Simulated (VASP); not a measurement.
The system is TaS2.

```xyz
3
Lattice="3.3500 0.0000 0.0000 -1.6750 2.9012 0.0000 0.0000 0.0000 5.8600" Properties=species:S:1:pos:R:3 pbc="T T T"
Ta    0.0000    0.0000    0.0000
S     1.6750    0.9671    4.3950
S     0.0000    1.9341    1.4650
```

* Program: VASP 6.6.1
* Task: relaxation of cell and atoms
* Functional: vdW-DF-cx
* Potentials or basis: VASP PAW PBE potentials, release 64 (Ta_pv, S)
* Cutoff: 600 eV
* k mesh: 9 × 9 × 5
* Occupations: fermi-dirac, width 0.05 eV
* Spin: no spin polarisation

At the start: pressure 5.9 GPa; volume 18.98 Å³/atom.

Task: How do energy, volume and symmetry change on relaxing?

Result: Over 18 steps the energy falls by 30.9 meV/atom and the volume is 18.81 Å³/atom (-0.9 %); space group P-3m1 (No. 164, to 0.05 Å).

Step by step:
```tsv
step	energy change (eV)	largest force (eV/Å)	pressure (GPa)	volume (Å³)
1	0.0000	1.2426	5.86	56.95
2	0.1270	1.3316	-10.92	62.86
3	-0.0710	0.1696	-1.45	59.06
4	-0.0711	0.2018	-1.25	58.99
5	-0.0856	0.0942	-0.57	58.21
6	-0.0870	0.0482	-0.27	57.88
7	-0.0879	0.1073	0.15	57.60
8	-0.0881	0.1661	0.61	57.33
9	-0.0883	0.1642	0.62	57.30
10	-0.0890	0.1584	0.59	57.20
11	-0.0901	0.1493	0.57	57.00
12	-0.0915	0.1291	0.52	56.61
13	-0.0902	0.0847	0.49	55.82
14	-0.0916	0.1202	0.53	56.37
15	-0.0924	0.0259	-0.11	56.55
16	-0.0924	0.0152	-0.17	56.57
17	-0.0925	0.0119	-0.13	56.53
18	-0.0926	0.0030	-0.02	56.43
```

Final structure:
```xyz
3
Lattice="3.3294 0.0000 0.0000 -1.6647 2.8833 0.0000 0.0000 0.0000 5.8783" Properties=species:S:1:pos:R:3 pbc="T T T"
Ta    0.0000    0.0000    0.0000
S     1.6647    0.9611    4.3307
S     0.0000    1.9222    1.5476
```

Caveat: the PAW data sets were made with another functional, which shifts forces and pressure a little.
